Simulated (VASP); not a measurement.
**Ge under changes of volume**

One of the cells (18.198 Å³/atom); the others are scaled copies at fixed shape and fractional positions:

```
Ge
1.0
     1.33275   -2.62996    0.00000
     1.33275    2.62996    0.00000
     0.00000    0.00000    2.59594
Ge
1
Cartesian
  1.3327 0.0000 0.0000
```

This isn't the form of Ge at room conditions, which is diamond.

* Program: VASP 6.6.1
* Functional: LDA
* Potentials or basis: VASP PAW LDA potentials, release 64 (Ge_d)
* Cutoff: 520 eV
* k mesh: 10 × 10 × 8
* Occupations: fermi-dirac, width 0.05 eV
* Spin: no spin polarisation

```csv
volume (Å³/atom),energy over the lowest point (meV/atom),pressure (GPa)
17.470,7.72,3.7
17.834,1.97,1.8
18.198,0.00,0.2
18.562,?,?
18.926,6.41,-2.7
```

What does the run at 18.562 Å³/atom give?

Energy over the lowest point 1.54 meV/atom; pressure -1.3 GPa.

Worked out: A Birch-Murnaghan fit of order 2 (a polynomial in V^(-2/3)) to the other rows has its minimum at 18.21 Å³/atom with B0 = V·E''(V) = 77 GPa at fixed shape and positions, which overstates the stiffness. It gives 1.63 meV/atom at 18.562 Å³/atom, against the run's 1.54, and -dE/dV = -1.4 GPa, against -1.3.

Energies are extrapolated to zero smearing.
